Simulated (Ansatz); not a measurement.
# RuS3: the cost of one run

Computed with Ansatz 0.2.0 (DFT PBEsol, scalar-relativistic, plane waves, PAW, unless a step's input says otherwise).

1 further run of the same task is left out (set aside as unsound or not needed).

## Step 1: Starting point

Symmetry: P2_1/m, No. 11, monoclinic system. Conventional cell: a = 5.039 Å, b = 3.568 Å, c = 9.079 Å, α = 90.00°, β = 97.09°, γ = 90.00°. Around Hf (site symmetry m) lie 8 S at 2.57 to 2.67 Å. S (site symmetry m) is surrounded by 1 S at 2.09 Å and 2 Hf at 2.58 Å. S (site symmetry m) is surrounded by 4 Hf at 2.57 to 2.67 Å.

As a file:

```xyz
8
Lattice="5.0389 0.0000 0.0178 0.0000 3.5680 0.0000 -1.1521 0.0000 9.0059" Properties=species:S:1:pos:R:3 pbc="T T T"
Hf    0.6785    2.6760    5.8826
Hf    3.2083    0.8920    3.1411
S     4.2594    2.6760    1.6058
S    -0.3726    0.8920    7.4179
S     0.6854    0.8920    4.0269
S     3.2014    2.6760    4.9968
S     1.7189    0.8920    7.4280
S     2.1679    2.6760    1.5957
```

It goes back to an entry of the Materials Project.

It is the result of an earlier relaxation at this level (volume 20.25 Å³/atom; gap on the mesh: 0.89 eV).

## Step 2: Swap Hf → Ru

The start of RuS3: fractional positions of relaxed HfS3, cell scaled by 0.960, a guess from tabulated radii. Atoms that may carry a moment start with parallel spins.

## Step 3: Quick check of gap, pressure and forces (RuS3)

The input, input.yaml:

```yaml
crystal:
  lattice:
    - [4.8398037987, 0.0, 0.0170581912]
    - [0.0, 3.4269994549, 0.0]
    - [-1.1065776451, 0.0, 8.650009511]
  atoms:
    - { symbol: Ru, position: [0.2838760632, 0.75, 0.6526329099], spin: 1.0 }
    - { symbol: Ru, position: [0.7161239368, 0.25, 0.3473670901], spin: 1.0 }
    - { symbol: S, position: [0.8856724066, 0.75, 0.1765573089] }
    - { symbol: S, position: [0.1143275934, 0.25, 0.8234426911] }
    - { symbol: S, position: [0.238155742, 0.25, 0.4466707242] }
    - { symbol: S, position: [0.761844258, 0.75, 0.5533292758] }
    - { symbol: S, position: [0.5294644472, 0.25, 0.8237465052] }
    - { symbol: S, position: [0.4705355528, 0.75, 0.1762534948] }
basis:
  ecutwfc: 420
kpoints:
  mp_grid: { grid: [4, 6, 2] }
hamiltonian:
  xc: pbesol
scf:
  occupations: { method: gaussian, width: 0.1 }
  lower_state_search: "off"
output:
  forces: true
  stress: true
  eigenvalues: true
  populations: true
magnetization:
  spin_polarized: true
```

Launch:

```
> ansatz run input.yaml --threads 2 --pin off --max-ram 5120MiB --backend cpu --events-out ev --progress --plain --runs-dir out
```

Q: Estimate wall time and peak memory on 2 threads of Intel Xeon at 2.50GHz (Skylake/Cascade Lake), shared host.

About 37 s, with a peak of 0.56 GiB.
